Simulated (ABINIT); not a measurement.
A run of ABINIT 10.8.3 (patched build) is set up as follows.

Contents of run.abi:

```
# Datasets: ground state, then fixed potential
ndtset 2

# Pseudopotentials
pp_dirpath "./"
pseudos "Bi.GGA_PBE-JTH.xml"

# Structure
acell 3.4319383527 3.4319383527 3.4319383527 Angstrom
rprim
    -0.5773502692     0.5773502692     0.5773502692
     0.5773502692    -0.5773502692     0.5773502692
     0.5773502692     0.5773502692    -0.5773502692
ntypat 1
znucl 83
natom 1
typat 1
xred
     0.0000000000     0.0000000000     0.0000000000

# Plane-wave basis
ecut 26.0
pawecutdg 48.0

# Exchange and correlation
ixc -263267
usekden 1
pawxcdev 0

# Bands and occupations
occopt 3
tsmear 0.00183747

# SCF cycle
nstep 100

# Output
iomode 3
prtwf 0
prteig 0
prtebands 0
enunit 1
prtden1 1
prtkden1 1

# Dataset 1
kptopt1 1
ngkpt1 9 9 9
nshiftk1 1
shiftk1 0.0 0.0 0.0
nband1 12
tolvrs1 1.0e-7

# Dataset 2: bands along G-H-N-G-P-H
iscf2 -2
getden2 1
getkden2 1
nband2 18
nbdbuf2 4
tolwfr2 1.0e-11
kptopt2 -5
ndivsm2 8
prteig2 1
prtvol2 -3
kptbounds2
     0.0000000000     0.0000000000     0.0000000000
     0.5000000000    -0.5000000000     0.5000000000
     0.0000000000     0.0000000000     0.5000000000
     0.0000000000     0.0000000000     0.0000000000
     0.2500000000     0.2500000000     0.2500000000
     0.5000000000    -0.5000000000     0.5000000000
```

Potentials or basis: JTH PAW PBE v2.0.

Command:

```sh
$ abinit run.abi > log 2>&1
```

Task: Estimate the band gap on the k mesh.

Result: None (metal or under the smearing width).

Task: Predict the pressure.

Result: -1.8 GPa.

Levels at the corners of the path, in eV from the Fermi level:
| point | band 4 | band 5 | band 6 | band 7 | band 8 | band 9 | band 10 | band 11 |
| --- | --- | --- | --- | --- | --- | --- | --- | --- |
| Γ | -23.32 | -23.32 | -14.23 | 5.15 | 5.15 | 5.15 | 10.17 | 11.50 |
| H | -23.25 | -23.25 | -8.71 | -2.09 | -2.09 | -2.09 | 4.19 | 4.19 |
| N | -23.33 | -23.23 | -11.00 | -5.35 | 1.42 | 3.61 | 6.70 | 8.11 |
| Γ | -23.32 | -23.32 | -14.23 | 5.15 | 5.15 | 5.15 | 10.17 | 11.50 |
| P | -23.33 | -23.33 | -10.45 | -2.45 | -2.45 | -2.45 | 16.05 | 16.05 |
| H | -23.25 | -23.25 | -8.71 | -2.09 | -2.09 | -2.09 | 4.19 | 4.19 |

Caveat: the PAW data sets were made with another functional, which shifts forces and pressure a little; spin-orbit coupling is left out, which moves the levels of the heavy elements.
